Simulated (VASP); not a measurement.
# Cs (I4/mmm) in VASP: further runs

One crystal, Cs, is run at these levels: PBE; tasks: single point.

Program: VASP 6.6.1. These are calculated values, not measurements. Logs are shortened: lines on timing, memory, paths and dates and some standing lists are left out, and cuts for length are marked.

## Step 1: The structure

The structure is tetragonal, space group I4/mmm (No. 139). Conventional cell: a = 5.500 Å, b = 5.500 Å, c = 8.194 Å, α = 90.00°, β = 90.00°, γ = 90.00°.

This isn't the form of Cs at room conditions, which is bcc.

## Step 2: Single point, PBE

The input, INCAR:

```
PREC = Accurate
ENCUT = 450
EDIFF = 1E-6
ISMEAR = 1
SIGMA = 0.15
LREAL = False
LASPH = True
NELM = 100
ALGO = Normal
ISIF = 2
LWAVE = False
LCHARG = False
GGA = PE
NBANDS = 10
ADDGRID = False
```

The input, KPOINTS:

```
regular mesh
0
Gamma
  2 2 2
```

The input, POSCAR:

```
Cs
1.0
   -2.7500754600      2.7500754600      4.0972389800
    2.7500754600     -2.7500754600      4.0972389800
    2.7500754600      2.7500754600     -4.0972389800
Cs
1
Direct
    0.0000000000      0.0000000000      0.0000000000
```

Potentials or basis: VASP PAW PBE potentials, release 64 (Cs_sv).

The run is started by

```
$ cat potpaw_PBE.64/Cs_sv/POTCAR > POTCAR
$ mpirun -np 1 vasp_std > vasp.out
```

OUTCAR:

```text
PREC = Accurate
   ENCUT = 450
   EDIFF = 1E-6
   ISMEAR = 1
   LREAL = False
   LASPH = True
   NELM = 100
   ISIF = 2
   GGA = PE

 Found      4 irreducible k-points:

 Following reciprocal coordinates:
            Coordinates               Weight
  0.000000  0.000000  0.000000      1.000000
  0.500000 -0.000000  0.000000      4.000000
  0.500000  0.500000  0.000000      2.000000
  0.500000  0.500000  0.500000      1.000000
   k-points           NKPTS =      4   k-points in BZ     NKDIM =      4   number of bands    NBANDS=     10
   number of dos      NEDOS =    301   number of ions     NIONS =      1
   total plane-waves  NPLWV =  64000
   dimension x,y,z NGX =    40 NGY =   40 NGZ =   40
   dimension x,y,z NGXF=    80 NGYF=   80 NGZF=   80
   ions per type =               1
   NGX,Y,Z   is equivalent  to a cutoff of  11.77, 11.77, 11.77 a.u.
   NGXF,Y,Z  is equivalent  to a cutoff of  23.54, 23.54, 23.54 a.u.
 SYSTEM =  unknown system
   PREC   = accura    normal or accurate (medium, high low for compatibility)
   ISTART =      0    job   : 0-new  1-cont  2-samecut
   ICHARG =      2    charge: 1-file 2-atom 10-const
   ISPIN  =      1    spin polarized calculation?
   LNONCOLLINEAR =      F non collinear calculations
   LSORBIT =      F    spin-orbit coupling
   LASPH  =      T    aspherical Exc in radial PAW
   ENCUT  =  450.0 eV  33.07 Ry    5.75 a.u.   9.77  9.77  9.77*2*pi/ulx,y,z
   NELM   =    100;   NELMIN=  2; NELMDL= -5     # of ELM steps
   EDIFF  = 0.1E-05   stopping-criterion for ELM
   LREAL  =      F    real-space projection
   EDIFFG = 0.1E-04   stopping-criterion for IOM
   NSW    =      0    number of steps for IOM
   IBRION =     -1    ionic relax: 0-MD 1-quasi-New 2-CG
   NFREE  =      0    steps in history (QN), initial steepest desc. (CG)
   ISIF   =      2    stress and relaxation
   ISYM   =      2    0-nonsym 1-usesym 2-fastsym
   POTIM  = 0.5000    time-step for ionic-motion
   TEBEG  =    0.0;   TEEND  =   0.0 temperature during run
   PSTRESS=    0.0 pullay stress
   NELECT =       9.0000    total number of electrons
   NUPDOWN=      -1.0000    fix difference up-down
   EMIN   =  10.00;   EMAX   =-10.00  energy-range for DOS
   EFERMI =   0.00;   METHOD = LEGACY
   ISMEAR =     1;   SIGMA  =   0.15  broadening in eV -4-tet -1-fermi 0-gaus
   EFERMI_NEDOS =   21; number of points for ismear=-14 and -15
   IALGO  =     38    algorithm
   IMIX   =      4    mixing-type and parameters
     AMIX     =   0.40;   BMIX     =  1.00
     AMIX_MAG =   1.60;   BMIX_MAG =  1.00
  volume/ion in A,a.u.               =     123.95       836.44
  Fermi-wavevector in a.u.,A,eV,Ry     =   0.682981  1.290648  6.346621  0.466463
  Thomas-Fermi vector in A             =   1.762213
   LORBIT       =      0    0 simple, 1 ext, 2 COOP (PROOUT), +10 PAW based schemes
   GGA     = PE    functional components
   LHFCALC =     F    Hartree Fock is set to
   AEXX    =    0.0000 exact exchange contribution
   IVDW    =     0    specifies the selected vdW correction
   LEPSILON=     F    determine dielectric tensor
   LRPA    =     F    only Hartree local field effects (RPA)
 non-spin polarized calculation
 Methfessel and Paxton  Order N= 1 SIGMA  =   0.15
  energy-cutoff  :      450.00
  volume of cell :      123.95
 maximum number of plane-waves:      2719
 NGX is ok and might be reduce to    40

 number of electron       9.0000001 magnetization

 Free energy of the ion-electron system (eV)
  ---------------------------------------------------
  ext. energy  EPLUGINS =         0.00000000
  ---------------------------------------------------
  free energy    TOTEN  =        -0.71576064 eV

  energy without entropy =       -0.70068557  energy(sigma->0) =       -0.71073562

 E-fermi :   0.3350     XC(G=0):  -5.1416

 val. band max:        0.2881129047   @ k =   0.5000  -0.0000   0.0000
 cond. band min:       0.6695883822   @ k =   0.5000   0.5000   0.5000
 fundamental gap:      0.3814754775
 Fermi energy:         0.3350413516

 k-point     1 :       0.0000    0.0000    0.0000
  band No.  band energies     occupation
      1     -23.5334      2.00000
      2     -10.2925      2.00000
      3     -10.2925      2.00000
      4     -10.2869      2.00000
      5      -1.2561      2.00000
      6       2.6000     -0.00000
      7       2.7677     -0.00000
      8       2.7677     -0.00000
      9       3.5772      0.00000
     10       3.8903      0.00000

 k-point     2 :       0.5000   -0.0000    0.0000
  band No.  band energies     occupation
      1     -23.5291      2.00000
      2     -10.3976      2.00000
      3     -10.3069      2.00000
      4     -10.3033      2.00000
      5       0.2881      1.50189
      6       1.1080     -0.00000
      7       2.4938     -0.00000
      8       2.7193     -0.00000
      9       4.4220      0.00000
     10       4.4629      0.00000

 k-point     3 :       0.5000    0.5000    0.0000
  band No.  band energies     occupation
      1     -23.5272      2.00000
      2     -10.3944      2.00000
      3     -10.3418      2.00000
      4     -10.3219      2.00000
      5       0.7799     -0.00023
      6       1.3367     -0.00000
      7       1.7121     -0.00000
      8       4.0134      0.00000
      9       4.1316      0.00000
     10       4.2293      0.00000

 k-point     4 :       0.5000    0.5000    0.5000
  band No.  band energies     occupation
      1     -23.5285      2.00000
      2     -10.3839      2.00000
      3     -10.3252      2.00000
      4     -10.3252      2.00000
      5       0.6696     -0.00709
      6       1.4199     -0.00000
      7       1.4474     -0.00000
      8       4.2970      0.00000
      9       4.3045      0.00000
     10       4.3047      0.00000

------------------------ aborting loop because EDIFF is reached ----------------------------------------

  FORCE on cell =-STRESS in cart. coord.  units (eV):
  Direction    XX          YY          ZZ          XY          YZ          ZX
  --------------------------------------------------------------------------------------
  -------------------------------------------------------------------------------------
  Total       -0.2709167     -0.2709167     -0.3768123      0.0000000      0.0000000      0.0000000
  in kB       -3.5019171     -3.5019171     -4.8707425      0.0000000      0.0000000      0.0000000
  external PRESSURE =      -3.9581922 kB  Pullay stress =       0.0000000 kB

 VOLUME and BASIS-vectors are now :
 -----------------------------------------------------------------------------
  energy-cutoff  :      450.00
  volume of cell :      123.95
      direct lattice vectors                 reciprocal lattice vectors
    -2.750075460  2.750075460  4.097238980     0.000000000  0.181813193  0.122033399
     2.750075460 -2.750075460  4.097238980     0.181813193  0.000000000  0.122033399
     2.750075460  2.750075460 -4.097238980     0.181813193  0.181813193  0.000000000

 POSITION                                       TOTAL-FORCE (eV/Angst)
 -----------------------------------------------------------------------------------
      0.00000      0.00000      0.00000         0.000000      0.000000      0.000000
 -----------------------------------------------------------------------------------
    total drift:                               -0.000000      0.000000     -0.000000

  FREE ENERGIE OF THE ION-ELECTRON SYSTEM (eV)
  ---------------------------------------------------
  free  energy   TOTEN  =        -0.7157606412 eV

  energy  without entropy=       -0.7006855657  energy(sigma->0) =       -0.71073562
```

Run time: 5 s. Hardware: 1 thread of Intel Xeon Platinum 8488C (Sapphire Rapids), shared host; peak memory 0.21 GiB.

These settings aren't checked as converged: the numbers below hold their error.

Results:

```
Free energy            : -0.7158 eV
Pressure               : -0.4 GPa
Band gap on the k mesh : none (metal or under the smearing width)
```

Caveat: the k mesh is coarse (spacing up to 0.81 Å⁻¹), so the values aren't converged.

## Step 3: Single point, PBE

This run uses another cell than the first one, of the same volume but with other edges.

INCAR is that of step 2.

KPOINTS is that of step 2.

The input, POSCAR:

```
Cs
1.0
   -2.6528630000      2.7200140000      3.9488130000
    2.8833600000     -2.6988260000      4.0893020000
    2.7318000000      2.7777640000     -3.9345920000
Cs
1
Direct
    0.0073440000      0.0133040000      0.0001460000
```

Potentials or basis: VASP PAW PBE potentials, release 64 (Cs_sv).

The run is started by

```
$ cat potpaw_PBE.64/Cs_sv/POTCAR > POTCAR
$ mpirun -np 1 vasp_std > vasp.out
```

OUTCAR:

```text
PREC = Accurate
   ENCUT = 450
   EDIFF = 1E-6
   ISMEAR = 1
   LREAL = False
   LASPH = True
   NELM = 100
   ISIF = 2
   GGA = PE

 Found      8 irreducible k-points:

 Following reciprocal coordinates:
            Coordinates               Weight
  0.000000  0.000000  0.000000      1.000000
  0.500000  0.000000  0.000000      1.000000
  0.000000  0.500000  0.000000      1.000000
  0.500000  0.500000  0.000000      1.000000
  0.000000 -0.000000  0.500000      1.000000
  0.500000  0.000000  0.500000      1.000000
   k-points           NKPTS =      8   k-points in BZ     NKDIM =      8   number of bands    NBANDS=     10
   number of dos      NEDOS =    301   number of ions     NIONS =      1
   total plane-waves  NPLWV =  64000
   dimension x,y,z NGX =    40 NGY =   40 NGZ =   40
   dimension x,y,z NGXF=    80 NGYF=   80 NGZF=   80
   ions per type =               1
   NGX,Y,Z   is equivalent  to a cutoff of  12.13, 11.70, 12.01 a.u.
   NGXF,Y,Z  is equivalent  to a cutoff of  24.27, 23.39, 24.02 a.u.
 SYSTEM =  unknown system
   PREC   = accura    normal or accurate (medium, high low for compatibility)
   ISTART =      0    job   : 0-new  1-cont  2-samecut
   ICHARG =      2    charge: 1-file 2-atom 10-const
   ISPIN  =      1    spin polarized calculation?
   LNONCOLLINEAR =      F non collinear calculations
   LSORBIT =      F    spin-orbit coupling
   LASPH  =      T    aspherical Exc in radial PAW
   ENCUT  =  450.0 eV  33.07 Ry    5.75 a.u.   9.48  9.83  9.58*2*pi/ulx,y,z
   NELM   =    100;   NELMIN=  2; NELMDL= -5     # of ELM steps
   EDIFF  = 0.1E-05   stopping-criterion for ELM
   LREAL  =      F    real-space projection
   EDIFFG = 0.1E-04   stopping-criterion for IOM
   NSW    =      0    number of steps for IOM
   IBRION =     -1    ionic relax: 0-MD 1-quasi-New 2-CG
   NFREE  =      0    steps in history (QN), initial steepest desc. (CG)
   ISIF   =      2    stress and relaxation
   ISYM   =      2    0-nonsym 1-usesym 2-fastsym
   POTIM  = 0.5000    time-step for ionic-motion
   TEBEG  =    0.0;   TEEND  =   0.0 temperature during run
   PSTRESS=    0.0 pullay stress
   NELECT =       9.0000    total number of electrons
   NUPDOWN=      -1.0000    fix difference up-down
   EMIN   =  10.00;   EMAX   =-10.00  energy-range for DOS
   EFERMI =   0.00;   METHOD = LEGACY
   ISMEAR =     1;   SIGMA  =   0.15  broadening in eV -4-tet -1-fermi 0-gaus
   EFERMI_NEDOS =   21; number of points for ismear=-14 and -15
   IALGO  =     38    algorithm
   IMIX   =      4    mixing-type and parameters
     AMIX     =   0.40;   BMIX     =  1.00
     AMIX_MAG =   1.60;   BMIX_MAG =  1.00
  volume/ion in A,a.u.               =     123.95       836.44
  Fermi-wavevector in a.u.,A,eV,Ry     =   0.682981  1.290648  6.346621  0.466464
  Thomas-Fermi vector in A             =   1.762213
   LORBIT       =      0    0 simple, 1 ext, 2 COOP (PROOUT), +10 PAW based schemes
   GGA     = PE    functional components
   LHFCALC =     F    Hartree Fock is set to
   AEXX    =    0.0000 exact exchange contribution
   IVDW    =     0    specifies the selected vdW correction
   LEPSILON=     F    determine dielectric tensor
   LRPA    =     F    only Hartree local field effects (RPA)
 non-spin polarized calculation
 Methfessel and Paxton  Order N= 1 SIGMA  =   0.15
  energy-cutoff  :      450.00
  volume of cell :      123.95
 maximum number of plane-waves:      2706
 NGX is ok and might be reduce to    40

 number of electron       9.0000000 magnetization

 Free energy of the ion-electron system (eV)
  ---------------------------------------------------
  ext. energy  EPLUGINS =         0.00000000
  ---------------------------------------------------
  free energy    TOTEN  =        -0.72105030 eV

  energy without entropy =       -0.71008562  energy(sigma->0) =       -0.71739541

 E-fermi :   0.3528     XC(G=0):  -5.1373

 val. band max:        0.3509726177   @ k =   0.5000   0.0000   0.5000
 cond. band min:       0.7162794209   @ k =   0.5000   0.5000   0.5000
 fundamental gap:      0.3653068032
 Fermi energy:         0.3527729490

 k-point     1 :       0.0000    0.0000    0.0000
  band No.  band energies     occupation
      1     -23.5287      2.00000
      2     -10.3067      2.00000
      3     -10.2825      2.00000
      4     -10.2682      2.00000
      5      -1.2526      2.00000
      6       2.5058     -0.00000
      7       2.7810     -0.00000
      8       2.8391     -0.00000
      9       3.6638      0.00000
     10       3.8453      0.00000

 k-point     2 :       0.5000    0.0000    0.0000
  band No.  band energies     occupation
      1     -23.5241      2.00000
      2     -10.3950      2.00000
      3     -10.3136      2.00000
      4     -10.2906      2.00000
      5       0.3038      1.52086
      6       1.1338     -0.00000
      7       2.5207     -0.00000
      8       2.6838     -0.00000
      9       4.1772      0.00000
     10       4.6454      0.00000

 k-point     3 :       0.0000    0.5000    0.0000
  band No.  band energies     occupation
      1     -23.5254      2.00000
      2     -10.3990      2.00000
      3     -10.2912      2.00000
      4     -10.2817      2.00000
      5       0.1922      2.06197
      6       1.0013     -0.00000
      7       2.6429     -0.00000
      8       2.7328     -0.00000
      9       4.3332      0.00000
     10       4.4588      0.00000

 k-point     4 :       0.5000    0.5000    0.0000
  band No.  band energies     occupation
      1     -23.5225      2.00000
      2     -10.3906      2.00000
      3     -10.3444      2.00000
      4     -10.3109      2.00000
      5       0.7937     -0.00026
      6       1.3225     -0.00000
      7       1.7412     -0.00000
      8       3.8493      0.00000
      9       4.2633      0.00000
     10       4.2964      0.00000

 k-point     5 :       0.0000   -0.0000    0.5000
  band No.  band energies     occupation
      1     -23.5230      2.00000
      2     -10.3863      2.00000
      3     -10.3397      2.00000
      4     -10.3087      2.00000
      5       0.7348     -0.00187
      6       1.3765     -0.00000
      7       1.5939     -0.00000
      8       4.0058      0.00000
      9       4.2079      0.00000
     10       4.3678      0.00000

 k-point     6 :       0.5000    0.0000    0.5000
  band No.  band energies     occupation
      1     -23.5238      2.00000
      2     -10.3864      2.00000
      3     -10.3205      2.00000
      4     -10.3001      2.00000
      5       0.3510      1.02031
      6       1.1762     -0.00000
      7       2.3888     -0.00000
      8       2.7393     -0.00000
      9       4.3785      0.00000
     10       4.5832      0.00000

 [... further k-points ...]

------------------------ aborting loop because EDIFF is reached ----------------------------------------

  FORCE on cell =-STRESS in cart. coord.  units (eV):
  Direction    XX          YY          ZZ          XY          YZ          ZX
  --------------------------------------------------------------------------------------
  -------------------------------------------------------------------------------------
  Total       -0.2836265     -0.2842662     -0.3286572     -0.0246158      0.0131027      0.1067768
  in kB       -3.6662067     -3.6744745     -4.2482804     -0.3181880      0.1693679      1.3802159
  external PRESSURE =      -3.8629872 kB  Pullay stress =       0.0000000 kB

 VOLUME and BASIS-vectors are now :
 -----------------------------------------------------------------------------
  energy-cutoff  :      450.00
  volume of cell :      123.95
      direct lattice vectors                 reciprocal lattice vectors
    -2.652863000  2.720014000  3.948813000    -0.005972949  0.181656419  0.124099719
     2.883360000 -2.698826000  4.089302000     0.174839185 -0.002819191  0.119401107
     2.731800000  2.777764000 -3.934592000     0.175719406  0.179382947 -0.005511685

 POSITION                                       TOTAL-FORCE (eV/Angst)
 -----------------------------------------------------------------------------------
      0.01928     -0.01552      0.08283        -0.000000      0.000000      0.000000
 -----------------------------------------------------------------------------------
    total drift:                               -0.000001      0.000003     -0.000002

  FREE ENERGIE OF THE ION-ELECTRON SYSTEM (eV)
  ---------------------------------------------------
  free  energy   TOTEN  =        -0.7210503022 eV

  energy  without entropy=       -0.7100856151  energy(sigma->0) =       -0.71739541
```

Wall time 6.3 s (1 thread of Intel Xeon Platinum 8488C (Sapphire Rapids), shared host); peak memory 0.22 GiB.

These settings aren't checked as converged: the numbers below hold their error.

Results:

```
Free energy            : -0.7211 eV
Pressure               : -0.4 GPa
Band gap on the k mesh : none (metal or under the smearing width)
```

Caveat: the k mesh is coarse (spacing up to 0.79 Å⁻¹), so the values aren't converged.

## Step 4: Single point, PBE

INCAR, as its differences from that of step 3:

```diff
@@ -1,3 +1,3 @@
 PREC = Accurate
-ENCUT = 450
+ENCUT = 550
 EDIFF = 1E-6
```

KPOINTS is that of step 3.

The input, POSCAR:

```
Cs
1.0
   -2.7500754600      2.7500754600      4.0972389800
    2.7500754600     -2.7500754600      4.0972389800
    2.7500754600      2.7500754600     -4.0972389800
Cs
1
Direct
    0.0000000000      0.0000000000      0.0000000000
```

The run is started by

```
$ cat potpaw_PBE.64/Cs_sv/POTCAR > POTCAR
$ mpirun -np 1 vasp_std > vasp.out
```

Run time: 7.4 s. Hardware: 1 thread of Intel Xeon Platinum 8488C (Sapphire Rapids), shared host; peak memory 0.27 GiB.

These settings aren't checked as converged: the numbers below hold their error.

Results:

```
Free energy            : -0.7157 eV
Pressure               : -0.4 GPa
Band gap on the k mesh : none (metal or under the smearing width)
```

Caveat: the k mesh is coarse (spacing up to 0.81 Å⁻¹), so the values aren't converged.

## Step 5: The reference run

An earlier run on the cell as given: functional PBE; potentials or basis VASP PAW PBE potentials, release 64 (Cs_sv); cutoff 520 eV; k mesh 7 × 7 × 7; occupations fermi-dirac, width 0.05 eV; no spin polarisation.

- Pressure: -0.1 GPa
- Band gap on the k mesh: none (metal or under the smearing width)
